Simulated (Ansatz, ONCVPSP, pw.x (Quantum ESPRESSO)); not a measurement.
# What a changed setting does to a pw.x run (sc As)

Potential: optimised norm-conserving Vanderbilt (ONCV), ONCVPSP 4.0.1.1 (patched build), PBE; core [Ar] 3d10, reference 4s1.5 4p3.5; waves: 4s: rc 1.40 bohr, ncon 4, nbas 9, qcut 4.9 1/bohr, 1 projector; 4p: rc 1.90 bohr, ncon 4, nbas 8, qcut 4.9 1/bohr, 2 projectors, debl 1.8 Ha; d scattering state at 0.26 Ha: rc 2.00 bohr, ncon 4, nbas 8, qcut 4.3 1/bohr, 2 projectors, debl 3.4 Ha; local part: polynomial inside 1.14 bohr (lpopt 2, dvloc0 0 Ha); core correction: none.

The reference run (k-mesh 12³, cutoffs 50/200 Ry, Fermi–Dirac 0.01 Ry, mixing_beta 0.4, conv_thr 1e-9, no spin) gives -0.41 GPa at 20.515 Å³/atom, where all-electron LAPW gives -0.24 GPa. This run, with its own iteration cap, changes smearing to gauss.

```
&control
  calculation='scf', prefix='x', pseudo_dir='./', outdir='./tmp', tstress=.true., disk_io='none'
/
&system
  ibrav=0, nat=1, ntyp=1, ecutwfc=50, ecutrho=200, nbnd=9,
  occupations='smearing', smearing='gauss', degauss=0.01
/
&electrons
  conv_thr=1e-09, mixing_beta=0.4, electron_maxstep=60
/
ATOMIC_SPECIES
As 1.0 As.UPF
CELL_PARAMETERS angstrom
  2.73751920 0.00000000 0.00000000
  0.00000000 2.73751920 0.00000000
  0.00000000 0.00000000 2.73751920
ATOMIC_POSITIONS crystal
As 0.0000 0.0000 0.0000
K_POINTS automatic
12 12 12 0 0 0
```

```bash
pw.x < As.scf.in > As.scf.out
```

**Question.** How does the run end?

**Answer.** It converges in 6 iterations; the free energy moves by +15.3 meV/atom and the pressure by -0.10 GPa. Gaussian smearing of the same width is narrower in effect than Fermi–Dirac, so its quadratic term in F is smaller.

```
Message from routine setup:
     using ibrav=0 with symmetry is DISCOURAGED, use correct ibrav instead
     lattice parameter (alat)  =       5.1732  a.u.
     unit-cell volume          =     138.4421 (a.u.)^3
     number of electrons       =         5.00
     number of Kohn-Sham states=            9
     kinetic-energy cutoff     =      50.0000  Ry
     charge density cutoff     =     200.0000  Ry
     scf convergence threshold =      1.0E-09
     Exchange-correlation= PBE
     number of k points=    84  Gaussian smearing, width (Ry)=  0.0100
     iteration #  1     ecut=    50.00 Ry     beta= 0.40
     total energy              =     -12.63014467 Ry
     estimated scf accuracy    <       0.00385107 Ry
     iteration #  2     ecut=    50.00 Ry     beta= 0.40
     total energy              =     -12.63005849 Ry
     estimated scf accuracy    <       0.00115129 Ry
     iteration #  3     ecut=    50.00 Ry     beta= 0.40
     total energy              =     -12.63011486 Ry
     estimated scf accuracy    <       0.00001613 Ry
     iteration #  4     ecut=    50.00 Ry     beta= 0.40
     total energy              =     -12.63011552 Ry
     estimated scf accuracy    <       0.00000012 Ry
     iteration #  5     ecut=    50.00 Ry     beta= 0.40
     total energy              =     -12.63011555 Ry
     estimated scf accuracy    <          4.0E-09 Ry
     iteration #  6     ecut=    50.00 Ry     beta= 0.40
     the Fermi energy is     7.9406 ev
!    total energy              =     -12.63011555 Ry
     estimated scf accuracy    <          6.1E-10 Ry
     smearing contrib. (-TS)   =      -0.00042379 Ry
     The total energy is F=E-TS. E is the sum of the following terms:
     one-electron contribution =       3.72157377 Ry
     hartree contribution      =       0.50901823 Ry
     xc contribution           =      -3.14866146 Ry
     ewald contribution        =     -13.71162230 Ry
     convergence has been achieved in   6 iterations
          total   stress  (Ry/bohr**3)                   (kbar)     P=       -5.04
     Message from routine punch:
     Nothing written, as per user request (disk_io='none')
```

The run took about 8.8 s on one core of a shared host (Neoverse-N1, 64 threads, 124 GiB, load 58).
